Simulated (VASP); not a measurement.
# InAs (scan) (F-43m) in VASP: notebook

Runs on InAs (scan). Level: r2SCAN. Tasks: single point, relaxation of cell and atoms.

All numbers are computed with VASP 6.6.1; they aren't measurements. Logs are shortened: lines on timing, memory, paths and dates and some standing lists are left out, and cuts for length are marked.

**Measured values to compare with.**

A printed reference work, data compilation reports, for a bulk crystal of InAs at 4.2 K: band gap 0.418 eV (direct).

The runs below are set against these values where they give the same quantity.

**1. The structure**

The structure is cubic, space group F-43m (No. 216). Conventional cell: a = 6.108 Å, b = 6.108 Å, c = 6.108 Å, α = 90.00°, β = 90.00°, γ = 90.00°. In (site symmetry -43m) has 4 As at 2.65 Å as nearest neighbours. As (site symmetry -43m) has 4 In at 2.65 Å as nearest neighbours.

**2. Single point, r2SCAN**

Input file POSCAR:

```
InAs
1.0
    0.0000000000      3.0542329978      3.0542329978
    3.0542329978      0.0000000000      3.0542329978
    3.0542329978      3.0542329978      0.0000000000
In As
1 1
Direct
    0.0000000000      0.0000000000      0.0000000000
    0.2500000000      0.2500000000      0.2500000000
```

Input file INCAR.step1:

```
  PREC = Accurate
  ENCUT = 520
  ISMEAR = 0
  SIGMA = 0.01
  LREAL = False
  LASPH = True
  NELM = 100
  NBANDS = 16
  GGA = PE
  ALGO = Normal
  EDIFF = 1E-4
  LWAVE = True
  LCHARG = False
```

Input file INCAR.step2:

```
  PREC = Accurate
  ENCUT = 520
  EDIFF = 1E-6
  ISMEAR = 0
  SIGMA = 0.01
  LREAL = False
  LASPH = True
  NELM = 100
  ALGO = Normal
  ISIF = 2
  LWAVE = False
  LCHARG = True
  METAGGA = R2SCAN
  LMIXTAU = True
  LELF = True
  LVHAR = True
  NBANDS = 16
  ISTART = 1
```

Input file KPOINTS:

```
regular mesh
0
Gamma
  10 10 10
```

Potentials or basis: VASP PAW PBE potentials, release 64 (In_d, As).

The run is started by

```console
> cat potpaw_PBE.64/In_d/POTCAR potpaw_PBE.64/As/POTCAR > POTCAR
> cp INCAR.step1 INCAR
> mpirun -np 1 vasp_std > vasp.out
> cp INCAR.step2 INCAR
> mpirun -np 1 vasp_std > vasp.out
```

OUTCAR:

```text
PREC = Accurate
   ENCUT = 520
   EDIFF = 1E-6
   ISMEAR = 0
   LREAL = False
   LASPH = True
   NELM = 100
   ISIF = 2
   METAGGA = R2SCAN
   ISTART = 1

 ion  position               nearest neighbor table
   1  0.000  0.000  0.000-   2 2.65   2 2.65   2 2.65   2 2.65
   2  0.250  0.250  0.250-   1 2.65   1 2.65   1 2.65   1 2.65

  LATTYP: Found a face centered cubic cell.
 ALAT       =     6.1084659956

  Lattice vectors:

 A1 = (   0.0000000000,   3.0542329978,   3.0542329978)
 A2 = (   3.0542329978,   0.0000000000,   3.0542329978)
 A3 = (   3.0542329978,   3.0542329978,   0.0000000000)

Analysis of symmetry for initial positions (statically):
=====================================================================
 Subroutine PRICEL returns:
 Original cell was already a primitive cell.

 Routine SETGRP: Setting up the symmetry group for a
 face centered cubic supercell.

 Subroutine GETGRP returns: Found 24 space group operations
 (whereof 24 operations were pure point group operations)
 out of a pool of 48 trial point group operations.

The static configuration has the point symmetry T_d .

Analysis of symmetry for dynamics (positions and initial velocities):
=====================================================================
 Subroutine PRICEL returns:
 Original cell was already a primitive cell.

 Routine SETGRP: Setting up the symmetry group for a
 face centered cubic supercell.

 Subroutine GETGRP returns: Found 24 space group operations
 (whereof 24 operations were pure point group operations)
 out of a pool of 48 trial point group operations.

The dynamic configuration has the point symmetry T_d .

 Subroutine INISYM returns: Found 24 space group operations
 (whereof 24 operations are pure point group operations),
 and found     1 'primitive' translations

----------------------------------------------------------------------------------------

                                     Primitive cell

  volume of cell :      56.9818

  direct lattice vectors                    reciprocal lattice vectors
     0.000000000  3.054232998  3.054232998    -0.163707222  0.163707222  0.163707222
     3.054232998  0.000000000  3.054232998     0.163707222 -0.163707222  0.163707222
     3.054232998  3.054232998  0.000000000     0.163707222  0.163707222 -0.163707222

  length of vectors
     4.319337728  4.319337728  4.319337728     0.283549226  0.283549226  0.283549226

  position of ions in fractional coordinates (direct lattice)
     0.000000000  0.000000000  0.000000000
     0.250000000  0.250000000  0.250000000

  ion indices of the primitive-cell ions
   primitive index   ion index
                 1           1
                 2           2

----------------------------------------------------------------------------------------

 KPOINTS: regular mesh

Automatic generation of k-mesh.
 Grid dimensions read from file:
 generate k-points for:   10   10   10

 Generating k-lattice:

  Cartesian coordinates                     Fractional coordinates (reciprocal lattice)
    -0.016370722  0.016370722  0.016370722     0.100000000  0.000000000  0.000000000
     0.016370722 -0.016370722  0.016370722     0.000000000  0.100000000  0.000000000
     0.016370722  0.016370722 -0.016370722     0.000000000  0.000000000  0.100000000

  Length of vectors
     0.028354923  0.028354923  0.028354923

  Shift w.r.t. Gamma in fractional coordinates (k-lattice)
     0.000000000  0.000000000  0.000000000

 Subroutine IBZKPT returns following result:
 ===========================================

 Found     47 irreducible k-points:

 Following reciprocal coordinates:
            Coordinates               Weight
  0.000000  0.000000  0.000000      1.000000
  0.100000  0.000000  0.000000      8.000000
  0.200000  0.000000  0.000000      8.000000
  0.300000  0.000000  0.000000      8.000000
  0.400000  0.000000  0.000000      8.000000
  0.500000  0.000000  0.000000      4.000000
[... 16 lines left out ...]
  0.300000  0.300000  0.000000      6.000000
  0.400000  0.300000  0.000000     24.000000
 [... further k-points ...]
   k-points           NKPTS =     47   k-points in BZ     NKDIM =     47   number of bands    NBANDS=     16
   number of dos      NEDOS =    301   number of ions     NIONS =      2
   total plane-waves  NPLWV =  32768
   dimension x,y,z NGX =    32 NGY =   32 NGZ =   32
   dimension x,y,z NGXF=    64 NGYF=   64 NGZF=   64
   ions per type =               1   1
   NGX,Y,Z   is equivalent  to a cutoff of  12.32, 12.32, 12.32 a.u.
   NGXF,Y,Z  is equivalent  to a cutoff of  24.63, 24.63, 24.63 a.u.
 SYSTEM =  unknown system
   PREC   = accura    normal or accurate (medium, high low for compatibility)
   ISTART =      1    job   : 0-new  1-cont  2-samecut
   ICHARG =      0    charge: 1-file 2-atom 10-const
   ISPIN  =      1    spin polarized calculation?
   LNONCOLLINEAR =      F non collinear calculations
   LSORBIT =      F    spin-orbit coupling
[... 27 lines left out ...]
   LORBIT       =      0    0 simple, 1 ext, 2 COOP (PROOUT), +10 PAW based schemes
   METAGGA = R2SCAN    functional components
   LHFCALC =     F    Hartree Fock is set to
   AEXX    =    0.0000 exact exchange contribution
   IVDW    =     0    specifies the selected vdW correction
   LEPSILON=     F    determine dielectric tensor
   LRPA    =     F    only Hartree local field effects (RPA)
 non-spin polarized calculation
 Gauss-broadening in eV      SIGMA  =   0.01
  energy-cutoff  :      520.00
  volume of cell :       56.98
 maximum number of plane-waves:      1550
   NGX = 17   NGY = 17   NGZ = 17

 number of electron      17.9999995 magnetization

 Free energy of the ion-electron system (eV)
  ---------------------------------------------------
  ext. energy  EPLUGINS =         0.00000000
  ---------------------------------------------------
  free energy    TOTEN  =       -38.06135032 eV

  energy without entropy =      -38.06135032  energy(sigma->0) =      -38.06135032

 E-fermi :   4.0118     XC(G=0):  -9.5179

 val. band max:        3.9693280305   @ k =   0.0000   0.0000   0.0000
 cond. band min:       4.0513119232   @ k =   0.0000   0.0000   0.0000
 fundamental gap:      0.0819838927
 Fermi energy:         4.0118195972

 k-point     1 :       0.0000    0.0000    0.0000
  band No.  band energies     occupation
      1     -10.8236      2.00000
      2     -10.8236      2.00000
      3     -10.8236      2.00000
      4     -10.6891      2.00000
      5     -10.6891      2.00000
      6      -8.1332      2.00000
[... 8 lines left out ...]
     15      14.0674      0.00000
     16      14.0674      0.00000

 k-point     2 :       0.1000    0.0000    0.0000
  band No.  band energies     occupation
      1     -10.8364      2.00000
      2     -10.8198      2.00000
      3     -10.8198      2.00000
      4     -10.6892      2.00000
      5     -10.6892      2.00000
      6      -8.0292      2.00000
[... 8 lines left out ...]
     15      13.3919      0.00000
     16      13.3919      0.00000

 k-point     3 :       0.2000    0.0000    0.0000
  band No.  band energies     occupation
      1     -10.8683      2.00000
      2     -10.8106      2.00000
      3     -10.8106      2.00000
      4     -10.6888      2.00000
      5     -10.6887      2.00000
      6      -7.7347      2.00000
[... 8 lines left out ...]
     15      12.9334      0.00000
     16      13.0034      0.00000

 k-point     4 :       0.3000    0.0000    0.0000
  band No.  band energies     occupation
      1     -10.9052      2.00000
      2     -10.8006      2.00000
      3     -10.8006      2.00000
      4     -10.6867      2.00000
      5     -10.6867      2.00000
      6      -7.3082      2.00000
[... 8 lines left out ...]
     15      13.2337      0.00000
     16      13.2337      0.00000
[... 324 lines left out ...]
 k-point    22 :      -0.2000    0.2000    0.0000
  band No.  band energies     occupation
      1     -10.9176      2.00000
      2     -10.7955      2.00000
      3     -10.7915      2.00000
      4     -10.6927      2.00000
      5     -10.6846      2.00000
      6      -7.1629      2.00000
[... 8 lines left out ...]
     15      14.2831      0.00000
     16      15.0689      0.00000

 k-point    23 :       0.3000    0.3000    0.0000
  band No.  band energies     occupation
      1     -10.9487      2.00000
      2     -10.7726      2.00000
      3     -10.7726      2.00000
      4     -10.7109      2.00000
      5     -10.6746      2.00000
      6      -7.0311      2.00000
[... 8 lines left out ...]
     15      15.0406      0.00000
     16      16.3292      0.00000

 k-point    24 :       0.4000    0.3000    0.0000
  band No.  band energies     occupation
      1     -10.9689      2.00000
      2     -10.7650      2.00000
      3     -10.7630      2.00000
      4     -10.7136      2.00000
      5     -10.6725      2.00000
      6      -6.6876      2.00000
[... 8 lines left out ...]
     15      15.5379      0.00000
     16      16.5088      0.00000

 [... further k-points ...]

------------------------ aborting loop because EDIFF is reached ----------------------------------------

  FORCE on cell =-STRESS in cart. coord.  units (eV):
  Direction    XX          YY          ZZ          XY          YZ          ZX
  --------------------------------------------------------------------------------------
  -------------------------------------------------------------------------------------
  Total        0.0011441      0.0011441      0.0011441      0.0000000      0.0000000     -0.0000000
  in kB        0.0321682      0.0321682      0.0321682      0.0000000      0.0000000     -0.0000000
  external PRESSURE =       0.0321682 kB  Pullay stress =       0.0000000 kB

 VOLUME and BASIS-vectors are now :
 -----------------------------------------------------------------------------
  energy-cutoff  :      520.00
  volume of cell :       56.98
      direct lattice vectors                 reciprocal lattice vectors
     0.000000000  3.054232998  3.054232998    -0.163707222  0.163707222  0.163707222
     3.054232998  0.000000000  3.054232998     0.163707222 -0.163707222  0.163707222
     3.054232998  3.054232998  0.000000000     0.163707222  0.163707222 -0.163707222

 POSITION                                       TOTAL-FORCE (eV/Angst)
 -----------------------------------------------------------------------------------
      0.00000      0.00000      0.00000        -0.000000     -0.000000     -0.000000
      1.52712      1.52712      1.52712         0.000000      0.000000      0.000000
 -----------------------------------------------------------------------------------
    total drift:                               -0.000002     -0.000002     -0.000002

  FREE ENERGIE OF THE ION-ELECTRON SYSTEM (eV)
  ---------------------------------------------------
  free  energy   TOTEN  =       -38.0613503241 eV

  energy  without entropy=      -38.0613503241  energy(sigma->0) =      -38.06135032
```

It took 76 s on 1 thread of Intel Xeon 6975P-C (Granite Rapids), shared host; peak memory 0.21 GiB.

Results:

| Quantity | Value |
| --- | --- |
| Free energy | -38.0614 eV |
| Pressure | 0.0 GPa |
| Band gap on the k mesh | 0.08 eV, direct |

Levels at points of the mesh, in eV from the valence-band top:
| k point | band 5 | band 6 | band 7 | band 8 | band 9 | band 10 | band 11 | band 12 | band 13 | band 14 |
| --- | --- | --- | --- | --- | --- | --- | --- | --- | --- | --- |
| (0.00, 0.00, 0.00) | -14.66 | -12.10 | 0.00 | 0.00 | 0.00 | 0.08 | 4.26 | 4.26 | 4.26 | 7.95 |
| (0.50, 0.00, 0.00) | -14.65 | -10.65 | -5.72 | -0.97 | -0.97 | 1.25 | 5.03 | 5.03 | 7.24 | 9.50 |
| (0.50, 0.50, 0.00) | -14.64 | -10.12 | -5.80 | -2.29 | -2.29 | 1.87 | 2.35 | 9.63 | 9.73 | 9.73 |

Caveat: the PAW data sets were made with another functional, which shifts forces and pressure a little; spin-orbit coupling is left out, which moves the levels of the heavy elements.

**3. Relaxation of cell and atoms, r2SCAN**

This run uses another cell than the first one, of 27.49 Å³/atom, 0.965 times its volume.

Input file POSCAR:

```
InAs
1.0
    0.0000000000      3.0180000000      3.0180000000
    3.0180000000      0.0000000000      3.0180000000
    3.0180000000      3.0180000000      0.0000000000
In As
1 1
Direct
    0.0000000000      0.0000000000      0.0000000000
    0.2500000000      0.2500000000      0.2500000000
```

Input file INCAR.step1:

```
ALGO     = Normal         # electronic algorithm
EDIFF    = 1E-4           # SCF threshold, eV
ENCUT    = 600            # plane-wave cutoff, eV
GGA      = PE             # functional
ISMEAR   = 0              # smearing method
LASPH    = T              # aspherical terms in the spheres
LCHARG   = F              # write CHGCAR
LREAL    = F              # projectors in reciprocal space
LWAVE    = T              # write WAVECAR
NELM     = 100            # most SCF steps
PREC     = Accurate       # precision mode
SIGMA    = 0.01           # smearing width, eV
```

Input file INCAR.step2:

```
ALGO     = Normal         # electronic algorithm
EDIFF    = 1E-6           # SCF threshold, eV
EDIFFG   = -0.002         # ionic threshold
ENCUT    = 600            # plane-wave cutoff, eV
IBRION   = 2              # ionic algorithm
ISIF     = 3              # what is computed and relaxed
ISMEAR   = 0              # smearing method
ISTART   = 1            
LASPH    = T              # aspherical terms in the spheres
LCHARG   = F              # write CHGCAR
LMIXTAU  = T            
LREAL    = F              # projectors in reciprocal space
LWAVE    = F              # write WAVECAR
METAGGA  = R2SCAN         # meta-GGA
NELM     = 100            # most SCF steps
NSW      = 100            # ionic steps
PREC     = Accurate       # precision mode
SIGMA    = 0.01           # smearing width, eV
```

Input file KPOINTS:

```
k-points
0
Gamma
  10 10 10
```

Potentials or basis: VASP PAW PBE potentials, release 64 (In_d, As).

The run is started by

```console
> cat potpaw_PBE.64/In_d/POTCAR potpaw_PBE.64/As/POTCAR > POTCAR
> cp INCAR.step1 INCAR
> mpirun -np 1 vasp_std > vasp.out
> cp INCAR.step2 INCAR
> mpirun -np 1 vasp_std > vasp.out
```

Wall time 9.1 min (1 thread of Intel Xeon 6975P-C (Granite Rapids), shared host); peak memory 0.26 GiB.

It converged, with:

| Item | Value |
| --- | --- |
| Free energy | -38.0621 eV |
| Relaxed volume | 28.50 Å³/atom |
| Relaxed cell | a = 4.320 Å, b = 4.320 Å, c = 4.320 Å, α = 60.00°, β = 60.00°, γ = 60.00° |
| Space group after relaxing (to 0.05 Å) | F-43m (No. 216) |
| Energy gained by relaxing | 6.9 meV/atom |
| Ionic steps | 17 |
| Pressure after relaxing | 0.0 GPa |
| Band gap on the k mesh | 0.08 eV, direct |

The path:
| step | energy change (eV) | largest force (eV/Å) | pressure (GPa) | volume (Å³) |
| --- | --- | --- | --- | --- |
| 1 | 0.0000 | 0.0000 | 2.28 | 54.98 |
| 2 | -0.0100 | 0.0000 | -1.83 | 58.15 |
| 3 | -0.0139 | 0.0000 | -0.03 | 57.03 |
| 4 | -0.0139 | 0.0000 | 0.02 | 56.99 |
| 5 | -0.0139 | 0.0000 | 0.01 | 56.99 |
| 6 | -0.0139 | 0.0000 | 0.02 | 56.99 |
| 7 | -0.0139 | 0.0000 | 0.01 | 56.99 |
| 8 | -0.0139 | 0.0000 | 0.01 | 56.99 |
| 9 | -0.0139 | 0.0000 | 0.01 | 56.99 |
| 10 | -0.0139 | 0.0000 | 0.01 | 56.99 |
| 11 | -0.0139 | 0.0000 | 0.01 | 56.99 |
| 12 | -0.0139 | 0.0000 | 0.01 | 56.99 |
| 13 | -0.0139 | 0.0000 | 0.01 | 56.99 |
| 14 | -0.0139 | 0.0000 | 0.02 | 56.99 |
| 15 | -0.0139 | 0.0000 | 0.02 | 56.99 |
| 16 | -0.0139 | 0.0000 | 0.03 | 57.00 |
| 17 | -0.0139 | 0.0000 | -0.01 | 57.01 |

Final structure:
```yaml
crystal:
  lattice:
    - [0.00000, 3.05467, 3.05467]
    - [3.05467, 0.00000, 3.05467]
    - [3.05467, 3.05467, 0.00000]
  atoms:
    - { symbol: In, position: [0.00000, 0.00000, 0.00000] }
    - { symbol: As, position: [0.25000, 0.25000, 0.25000] }
```

Levels at points of the mesh, in eV from the valence-band top:
```csv
k point,band 6,band 7,band 8,band 9,band 10,band 11,band 12,band 13
"(0.00, 0.00, 0.00)",-12.10,0.00,0.00,0.00,0.08,4.26,4.26,4.26
"(0.50, 0.00, 0.00)",-10.65,-5.72,-0.97,-0.97,1.25,5.03,5.03,7.24
"(0.50, 0.50, 0.00)",-10.12,-5.80,-2.29,-2.29,1.87,2.35,9.62,9.72
```

Caveat: the PAW data sets were made with another functional, which shifts forces and pressure a little; spin-orbit coupling is left out, which moves the levels of the heavy elements. r2SCAN opens gaps a little over a GGA but as a rule still falls short of measured ones.

**4. Single point, r2SCAN**

This run uses another cell than the first one, of 27.49 Å³/atom, 0.965 times its volume.

POSCAR is that of step 3.

Input file INCAR.step1:

```
SYSTEM = InAs
ALGO = Normal
EDIFF = 1E-4
ENCUT = 520
GGA = PE
ISMEAR = 0
LASPH = .TRUE.
LCHARG = .FALSE.
LREAL = .FALSE.
LWAVE = .TRUE.
NBANDS = 16
NELM = 100
PREC = Accurate
SIGMA = 0.1
```

Input file INCAR.step2:

```
SYSTEM = InAs
ALGO = Normal
EDIFF = 1E-6
ENCUT = 520
ISIF = 2
ISMEAR = 0
ISTART = 1
LASPH = .TRUE.
LCHARG = .FALSE.
LMIXTAU = .TRUE.
LREAL = .FALSE.
LWAVE = .FALSE.
METAGGA = R2SCAN
NBANDS = 16
NELM = 100
PREC = Accurate
SIGMA = 0.1
```

Input file KPOINTS:

```
k-points
0
G
  6 6 6
  0 0 0
```

The run is started by

```console
> cat potpaw_PBE.64/In_d/POTCAR potpaw_PBE.64/As/POTCAR > POTCAR
> cp INCAR.step1 INCAR
> mpirun -np 1 vasp_std > vasp.out
> cp INCAR.step2 INCAR
> mpirun -np 1 vasp_std > vasp.out
```

Wall time 32 s (1 thread of Intel Xeon 6975P-C (Granite Rapids), shared host); peak memory 0.19 GiB.

The run converged. Its results:

```yaml
Free_energy: -38.0312 eV
Pressure: 2.2 GPa
Band_gap_on_the_k_mesh: 0.28 eV, direct
```

Levels at points of the mesh, in eV from the valence-band top:
| k point | band 5 | band 6 | band 7 | band 8 | band 9 | band 10 | band 11 | band 12 | band 13 | band 14 |
| --- | --- | --- | --- | --- | --- | --- | --- | --- | --- | --- |
| (0.00, 0.00, 0.00) | -14.72 | -12.34 | 0.00 | 0.00 | 0.00 | 0.28 | 4.27 | 4.27 | 4.27 | 8.09 |
| (0.50, 0.00, 0.00) | -14.71 | -10.77 | -5.91 | -1.03 | -1.03 | 1.33 | 5.04 | 5.04 | 7.30 | 9.71 |
| (0.50, 0.50, 0.00) | -14.69 | -10.20 | -5.96 | -2.41 | -2.41 | 1.81 | 2.35 | 9.88 | 9.99 | 9.99 |

Caveat: the PAW data sets were made with another functional, which shifts forces and pressure a little; spin-orbit coupling is left out, which moves the levels of the heavy elements.

**5. Overview**

| task | cell | k mesh | cutoff (eV) | smearing | gap on the mesh (eV) | pressure (GPa) |
| --- | --- | --- | --- | --- | --- | --- |
| single point | F-43m, 28.49 Å³/atom | 10 × 10 × 10 | 520 | gaussian 0.01 eV | 0.08 | 0.0 |
| relaxation of cell and atoms | relaxed | 10 × 10 × 10 | 600 | gaussian 0.01 eV | 0.08 | 0.0 |
| single point | F-43m, 27.49 Å³/atom | 6 × 6 × 6 | 520 | gaussian 0.1 eV | 0.28 | 2.2 |

Alike in all rows: level r2SCAN; potentials or basis VASP PAW PBE potentials, release 64 (In_d, As); no spin polarisation.

Caveats: the PAW data sets were made with another functional, which shifts forces and pressure a little; spin-orbit coupling is left out, which moves the levels of the heavy elements.

Absolute energies hang on the potentials; compare differences alone.

**6. How close it comes**

Step 2. Against the measured gap of InAs, 0.418 eV (direct; 4.2 K; a printed reference work, data compilation), the calculated 0.08 eV is off by -0.34 eV. Spin-orbit coupling on As, In is left out. The value is that of r2SCAN, without temperature or zero-point motion.

Step 4. A measured gap of InAs is 0.418 eV (direct; 4.2 K; a printed reference work, data compilation); the calculated 0.28 eV misses it by -0.14 eV. Spin-orbit coupling on As, In is left out. The value is that of r2SCAN, without temperature or zero-point motion.
